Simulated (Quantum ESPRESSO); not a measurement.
# Sn (P-1) in Quantum ESPRESSO: convergence with k mesh

Aim: find how far k mesh must go before the results for Sn settle, at PBE. This setting moves, with any that are tied to it; all else stays.

Everything below comes from runs of Quantum ESPRESSO 7.5. Logs are shortened: lines on timing, memory, paths and dates and some standing lists are left out, and cuts for length are marked.

**1. The cell of the first run**

The typed cell holds 2 atoms: a = 4.573 Å, b = 4.573 Å, c = 4.573 Å, α = 60.00°, β = 60.00°, γ = 60.00°.

This isn't the form of Sn at room conditions, which is tetragonal (white tin).

The cell isn't the ideal one: atoms moved at random, drawn with an rms of 0.05 Å.

**2. With k mesh 1 × 1 × 1**

The input, pw.in:

```
&CONTROL
  calculation = 'scf'
  prefix = 'pwscf'
  outdir = './tmp'
  pseudo_dir = './pseudo'
  tprnfor = .true.
  tstress = .true.
  disk_io = 'nowf'
/
&SYSTEM
  ibrav = 0
  nat = 2
  ntyp = 1
  ecutwfc = 65
  nbnd = 21
  occupations = 'smearing'
  smearing = 'mv'
  degauss = 0.00734986
/
&ELECTRONS
  conv_thr = 4d-10
  electron_maxstep = 120
  mixing_beta = 0.5
/
ATOMIC_SPECIES
Sn   118.7100 50_Sn_14_2.5_3.0_pbe_n_v1.0.upf
CELL_PARAMETERS angstrom
   0.0000000000    3.2333428000    3.2333428000
   3.2333428000    0.0000000000    3.2333428000
   3.2333428000    3.2333428000    0.0000000000
ATOMIC_POSITIONS crystal
Sn     0.7513240000    0.7590190000    0.7625880000
Sn     0.4946710000    0.5090020000    0.5000090000
K_POINTS automatic
1 1 1 0 0 0
```

Potentials or basis: SPMS 1.0 PBE.

Run with:

```
$ OMP_NUM_THREADS=1 pw.x -in pw.in > pw.out
```

pw.out:

```text
This program is part of the open-source Quantum ESPRESSO suite
     for quantum simulation of materials; please cite
[... 6 lines left out ...]
     --------------------
     sticks:   dense  smooth     PW     G-vecs:    dense   smooth      PW
     Sum        1345    1345    337                32311    32311    4015

     Using Slab Decomposition

     bravais-lattice index     =            0
     lattice parameter (alat)  =       8.6410  a.u.
     unit-cell volume          =     456.2279 (a.u.)^3
     number of atoms/cell      =            2
     number of atomic types    =            1
     number of electrons       =        28.00
     number of Kohn-Sham states=           21
     kinetic-energy cutoff     =      65.0000  Ry
     charge density cutoff     =     260.0000  Ry
     scf convergence threshold =      4.0E-10
     mixing beta               =       0.5000
     number of iterations used =            8  plain     mixing
     Exchange-correlation= PBE
                           (   1   4   3   4   0   0   0)

     celldm(1)=   8.641032  celldm(2)=   0.000000  celldm(3)=   0.000000
     celldm(4)=   0.000000  celldm(5)=   0.000000  celldm(6)=   0.000000

[... 8 lines left out ...]
               b(3) = (  0.707107  0.707107 -0.707107 )

     PseudoPot. # 1 for Sn read from file:
     50_Sn_14_2.5_3.0_pbe_n_v1.0.upf
     Pseudo is Norm-conserving + core correction, Zval = 14.0
     Generated using ONCVPSP code by D. R. Hamann
     Using radial grid of 1640 points,  6 beta functions with:
                l(1) =   0
                l(2) =   0
                l(3) =   1
                l(4) =   1
                l(5) =   2
                l(6) =   2

     atomic species   valence    mass     pseudopotential
     Sn               14.00   118.71000     Sn( 1.00)

     No symmetry found

   Cartesian axes

     site n.     atom                  positions (alat units)
         1        Sn     tau(   1) = (   1.0759386   1.0704974   1.0679738  )
         2        Sn     tau(   2) = (   0.7134785   0.7033450   0.7097040  )

     number of k points=     1  Marzari-Vanderbilt smearing, width (Ry)=  0.0073
                       cart. coord. in units 2pi/alat
        k(    1) = (   0.0000000   0.0000000   0.0000000), wk =   2.0000000

     Dense  grid:    32311 G-vectors     FFT dimensions: (  45,  45,  45)

     Initial potential from superposition of free atoms

     starting charge      27.9969, renormalised to      28.0000
     Starting wfcs are   18 randomized atomic wfcs +    3 random wfcs

     Self-consistent Calculation

     iteration #  1     ecut=    65.00 Ry     beta= 0.50
     Davidson diagonalization with overlap
     ethr =  1.00E-02,  avg # of iterations =  4.0
     Minimization algorithm failed to find Fermi energy: reverting to bisection
     Possible cause: smearing is larger than the electronic band-gap.

     total energy              =    -281.06930208 Ry
     estimated scf accuracy    <       0.28023766 Ry

     iteration #  2     ecut=    65.00 Ry     beta= 0.50
     Davidson diagonalization with overlap
     ethr =  1.00E-03,  avg # of iterations =  2.0

     total energy              =    -281.08713385 Ry
     estimated scf accuracy    <       0.29628786 Ry

     iteration #  3     ecut=    65.00 Ry     beta= 0.50
     Davidson diagonalization with overlap
     ethr =  1.00E-03,  avg # of iterations =  1.0

     total energy              =    -281.10212752 Ry
     estimated scf accuracy    <       0.09615125 Ry

     iteration #  4     ecut=    65.00 Ry     beta= 0.50
     Davidson diagonalization with overlap
     ethr =  3.43E-04,  avg # of iterations =  1.0

     total energy              =    -281.11143471 Ry
     estimated scf accuracy    <       0.12169109 Ry

     iteration #  5     ecut=    65.00 Ry     beta= 0.50
     Davidson diagonalization with overlap
     ethr =  3.43E-04,  avg # of iterations =  1.0

     total energy              =    -281.11299354 Ry
     estimated scf accuracy    <       0.02679583 Ry

     iteration #  6     ecut=    65.00 Ry     beta= 0.50
     Davidson diagonalization with overlap
     ethr =  9.57E-05,  avg # of iterations =  1.0

     total energy              =    -281.11426972 Ry
     estimated scf accuracy    <       0.00764057 Ry

     iteration #  7     ecut=    65.00 Ry     beta= 0.50
     Davidson diagonalization with overlap
     ethr =  2.73E-05,  avg # of iterations =  1.0

     total energy              =    -281.11405085 Ry
     estimated scf accuracy    <       0.01272380 Ry

     iteration #  8     ecut=    65.00 Ry     beta= 0.50
     Davidson diagonalization with overlap
     ethr =  2.73E-05,  avg # of iterations =  1.0

     total energy              =    -281.11465589 Ry
     estimated scf accuracy    <       0.00017468 Ry

     iteration #  9     ecut=    65.00 Ry     beta= 0.50
     Davidson diagonalization with overlap
     ethr =  6.24E-07,  avg # of iterations =  2.0

     total energy              =    -281.11467074 Ry
     estimated scf accuracy    <       0.00006593 Ry

     iteration # 10     ecut=    65.00 Ry     beta= 0.50
     Davidson diagonalization with overlap
     ethr =  2.35E-07,  avg # of iterations =  1.0

     total energy              =    -281.11467488 Ry
     estimated scf accuracy    <       0.00001403 Ry

     iteration # 11     ecut=    65.00 Ry     beta= 0.50
     Davidson diagonalization with overlap
     ethr =  5.01E-08,  avg # of iterations =  1.0

     total energy              =    -281.11467569 Ry
     estimated scf accuracy    <       0.00000134 Ry

     iteration # 12     ecut=    65.00 Ry     beta= 0.50
     Davidson diagonalization with overlap
     ethr =  4.77E-09,  avg # of iterations =  2.0

     total energy              =    -281.11467580 Ry
     estimated scf accuracy    <       0.00000063 Ry

     iteration # 13     ecut=    65.00 Ry     beta= 0.50
     Davidson diagonalization with overlap
     ethr =  2.24E-09,  avg # of iterations =  1.0

     total energy              =    -281.11467580 Ry
     estimated scf accuracy    <       0.00000024 Ry

     iteration # 14     ecut=    65.00 Ry     beta= 0.50
     Davidson diagonalization with overlap
     ethr =  8.67E-10,  avg # of iterations =  1.0

     total energy              =    -281.11467581 Ry
     estimated scf accuracy    <       0.00000001 Ry

     iteration # 15     ecut=    65.00 Ry     beta= 0.50
     Davidson diagonalization with overlap
     ethr =  4.75E-11,  avg # of iterations =  4.0

     total energy              =    -281.11467581 Ry
     estimated scf accuracy    <          1.0E-09 Ry

     iteration # 16     ecut=    65.00 Ry     beta= 0.50
     Davidson diagonalization with overlap
     ethr =  3.69E-12,  avg # of iterations =  2.0

     End of self-consistent calculation

          k = 0.0000 0.0000 0.0000 (  4015 PWs)   bands (ev):

   -10.9630 -10.8375 -10.8306 -10.8133 -10.7527 -10.5866 -10.4309 -10.4102
   -10.3739 -10.3157  -0.6506   9.6878  10.0865  10.1053  10.1461  11.6906
    12.0468  12.2078  14.5046  17.7980  17.8105

     the Fermi energy is    10.1493 ev

!    total energy              =    -281.11467581 Ry
     estimated scf accuracy    <          1.4E-10 Ry
     smearing contrib. (-TS)   =      -0.00442469 Ry
     internal energy E=F+TS    =    -281.11025112 Ry

     The total energy is F=E-TS. E is the sum of the following terms:
     one-electron contribution =    -106.90227536 Ry
     hartree contribution      =      70.25948783 Ry
     xc contribution           =     -71.70700733 Ry
     ewald contribution        =    -172.76045627 Ry

     convergence has been achieved in  16 iterations

     Forces acting on atoms (cartesian axes, Ry/au):

     atom    1 type  1   force =     0.03666748    0.05612557    0.01905652
     atom    2 type  1   force =    -0.03666748   -0.05612557   -0.01905652

     Total force =     0.098567     Total SCF correction =     0.000042

     Computing stress (Cartesian axis) and pressure

          total   stress  (Ry/bohr**3)                   (kbar)     P=      641.25
   0.00435402  -0.00005518  -0.00027472          640.50       -8.12      -40.41
  -0.00005518   0.00438811  -0.00016574           -8.12      645.51      -24.38
  -0.00027472  -0.00016574   0.00433533          -40.41      -24.38      637.75

=------------------------------------------------------------------------------=
   JOB DONE.
=------------------------------------------------------------------------------=
```

Wall time 2.9 s (1 thread of Arm Neoverse V1, shared host); peak memory 0.05 GiB.

What came out:

| Quantity | Value |
| --- | --- |
| Free energy | -3824.7600 eV |
| Pressure | 64.1 GPa |
| Largest force | 1.792 eV/Å |

**3. With k mesh 2 × 2 × 2**

Changes to pw.in since step 2:

```diff
@@ -34,2 +34,2 @@
 K_POINTS automatic
-1 1 1 0 0 0
+2 2 2 0 0 0
```

Potentials or basis: SPMS 1.0 PBE.

Run with:

```
$ OMP_NUM_THREADS=1 pw.x -in pw.in > pw.out
```

Wall time 13 s (1 thread of Arm Neoverse V1, shared host); peak memory 0.06 GiB.

Results:

| Property | Result |
| --- | --- |
| Free energy | -3838.3596 eV |
| Pressure | 12.5 GPa |
| Largest force | 0.178 eV/Å |
| Band gap on the k mesh | none (metal or under the smearing width) |

**4. With k mesh 3 × 3 × 3**

Changes to pw.in since step 3:

```diff
@@ -34,2 +34,2 @@
 K_POINTS automatic
-2 2 2 0 0 0
+3 3 3 0 0 0
```

Run with:

```
$ OMP_NUM_THREADS=1 pw.x -in pw.in > pw.out
```

It took 20 s on 1 thread of Arm Neoverse V1, shared host; peak memory 0.07 GiB.

Results:

| Property | Result |
| --- | --- |
| Free energy | -3839.9672 eV |
| Pressure | 5.8 GPa |
| Largest force | 0.380 eV/Å |
| Band gap on the k mesh | none (metal or under the smearing width) |

**5. With k mesh 4 × 4 × 4**

Changes to pw.in since step 4:

```diff
@@ -34,2 +34,2 @@
 K_POINTS automatic
-3 3 3 0 0 0
+4 4 4 0 0 0
```

Run with:

```
$ OMP_NUM_THREADS=1 pw.x -in pw.in > pw.out
```

Run time: 45 s. Hardware: 1 thread of Arm Neoverse V1, shared host; peak memory 0.1 GiB.

Results:

| Item | Value |
| --- | --- |
| Free energy | -3840.3547 eV |
| Pressure | 4.6 GPa |
| Largest force | 0.535 eV/Å |
| Band gap on the k mesh | none (metal or under the smearing width) |

**6. With k mesh 5 × 5 × 5**

Changes to pw.in since step 5:

```diff
@@ -34,2 +34,2 @@
 K_POINTS automatic
-4 4 4 0 0 0
+5 5 5 0 0 0
```

Potentials or basis: SPMS 1.0 PBE.

Run with:

```
$ OMP_NUM_THREADS=1 pw.x -in pw.in > pw.out
```

It took 78 s on 1 thread of Arm Neoverse V1, shared host; peak memory 0.13 GiB.

Results (log left out):

```yaml
Free_energy: -3840.4712 eV
Pressure: 4.1 GPa
Largest_force: 0.587 eV/Å
Band_gap_on_the_k_mesh: none (metal or under the smearing width)
```

**7. With k mesh 6 × 6 × 6**

Changes to pw.in since step 6:

```diff
@@ -34,2 +34,2 @@
 K_POINTS automatic
-5 5 5 0 0 0
+6 6 6 0 0 0
```

Run with:

```
$ OMP_NUM_THREADS=1 pw.x -in pw.in > pw.out
```

It took 2.4 min on 1 thread of Arm Neoverse V1, shared host; peak memory 0.19 GiB.

The run converged. Its results:

- Free energy: -3840.5139 eV
- Pressure: 4.0 GPa
- Largest force: 0.613 eV/Å
- Band gap on the k mesh: none (metal or under the smearing width)

**8. With k mesh 7 × 7 × 7**

Changes to pw.in since step 7:

```diff
@@ -34,2 +34,2 @@
 K_POINTS automatic
-6 6 6 0 0 0
+7 7 7 0 0 0
```

Run with:

```
$ OMP_NUM_THREADS=1 pw.x -in pw.in > pw.out
```

Wall time 3.6 min (1 thread of Arm Neoverse V1, shared host); peak memory 0.27 GiB.

The run converged. Its results:

```
Free energy            : -3840.5320 eV
Pressure               : 4.0 GPa
Largest force          : 0.586 eV/Å
Band gap on the k mesh : none (metal or under the smearing width)
```

**9. With k mesh 8 × 8 × 8**

Changes to pw.in since step 8:

```diff
@@ -34,2 +34,2 @@
 K_POINTS automatic
-7 7 7 0 0 0
+8 8 8 0 0 0
```

Potentials or basis: SPMS 1.0 PBE.

Run with:

```
$ OMP_NUM_THREADS=1 pw.x -in pw.in > pw.out
```

It took 5.4 min on 1 thread of Arm Neoverse V1, shared host; peak memory 0.38 GiB.

Results (log left out):

* Free energy: -3840.5406 eV
* Pressure: 4.0 GPa
* Largest force: 0.580 eV/Å
* Band gap on the k mesh: none (metal or under the smearing width)

**10. The series at a glance**

```tsv
k mesh	energy less the tightest run, at zero smearing (meV/atom)	pressure (GPa)	largest force (eV/Å)	SCF cycles	CPU time (s)	peak memory (GiB)
1 × 1 × 1	7890.27	64.13	1.792	16	2.9	0.05
2 × 2 × 2	1090.48	12.52	0.178	10	13	0.06
3 × 3 × 3	286.66	5.78	0.380	9	20	0.07
4 × 4 × 4	92.93	4.57	0.535	8	45	0.1
5 × 5 × 5	34.67	4.15	0.587	8	78	0.13
6 × 6 × 6	13.35	4.01	0.613	8	140	0.19
7 × 7 × 7	4.28	4.00	0.586	8	220	0.27
8 × 8 × 8	0.00	4.00	0.580	8	320	0.38
```

Against the tightest run, the pressure stays within 0.1 GPa from 6 × 6 × 6 on. Not settled before the last step: the energy (to 1 meV/atom), the largest force (to 0.005 eV/Å). Meshes of other sizes hit other points, so gaps and Fermi surfaces needn't settle smoothly. The tightest run that finished is the yardstick and may itself not be fully converged.
